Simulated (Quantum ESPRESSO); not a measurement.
**AlO: Wannier functions with PBEsol**

The system is AlO.

```
Al O
1.0
     2.76919    0.00000    0.00000
     0.00000    2.76919    0.00000
     0.00000    0.00000    2.76919
Al O
1 1
Direct
  0.50000 0.50000 0.50000
  0.00000 0.00000 0.00000
```

The cell was built by a generator and needn't be a form met in nature.

```json
{
  "Program": "Quantum ESPRESSO 7.5",
  "Task": "Wannier functions",
  "Functional": "PBEsol",
  "Potentials or basis": "GBRV 1.5 PBEsol",
  "Cutoff": "612 eV",
  "Density cutoff": "4898 eV",
  "k mesh": "8 × 8 × 8",
  "Occupations": "fermi-dirac, width 0.05 eV",
  "Spin": "no spin polarisation",
  "Mixing beta": "0.5",
  "Most SCF iterations": "120",
  "SCF threshold": "4e-10 Ry",
  "k mesh for the Wannier functions": "6 × 6 × 6"
}
```

```yaml
Pressure: -4.3 GPa
Band_gap_on_the_k_mesh: none (metal or under the smearing width)
Total_Wannier_spread: 14.78 Å² over 8 functions
RMS_miss_of_the_Wannier_bands: 0.033 eV
```

Levels at the corners of the path, in eV from the Fermi level:
| point | band 2 | band 3 | band 4 | band 5 | band 6 | band 7 | band 8 | band 9 |
| --- | --- | --- | --- | --- | --- | --- | --- | --- |
| Γ | -4.94 | -4.45 | -4.45 | -4.45 | 5.60 | 5.60 | 10.92 | 10.92 |
| X | -10.29 | -3.88 | -3.88 | 0.10 | 2.14 | 8.64 | 9.55 | 9.55 |
| M | -8.04 | -8.04 | -3.39 | -2.45 | 4.94 | 4.94 | 7.97 | 13.27 |
| Γ | -4.94 | -4.45 | -4.45 | -4.45 | 5.60 | 5.60 | 10.92 | 10.92 |
| R | -6.47 | -6.47 | -6.47 | 0.59 | 0.59 | 0.59 | 4.34 | 12.60 |
| X | -10.29 | -3.88 | -3.88 | 0.10 | 2.14 | 8.64 | 9.55 | 9.55 |
| M | -8.04 | -8.04 | -3.39 | -2.45 | 4.94 | 4.94 | 7.97 | 13.27 |
| R | -6.47 | -6.47 | -6.47 | 0.59 | 0.59 | 0.59 | 4.34 | 12.60 |

Wannier functions:
```
function  nearest atom  distance (Å)  spread (Å²)  on-site energy from the reference level (eV)
       1           2 O          0.31         0.57                                         -7.92
       2           2 O          0.31         0.55                                         -7.82
       3           2 O          0.31         0.56                                         -7.94
       4           2 O          0.31         0.56                                         -7.94
       5          1 Al          0.81         2.90                                          2.34
       6          1 Al          1.05         3.41                                          2.51
       7          1 Al          0.99         2.80                                          1.94
       8          1 Al          0.81         3.44                                          2.94
```

Parts of the spread (Å²): invariant 10.17, diagonal 0.696, off-diagonal 3.91, total 14.78. Against the direct bands the interpolation misses by 33 meV (root mean square) and 245 meV at most, for states up to 1 eV over the reference level.

Run time: 55 s on 1 thread of Arm Neoverse V1, on a shared host, peak memory 0.09 GiB.

Caveat: an odd number of electrons without spin polarisation forces a metal; a magnetic or distorted state may lie lower.
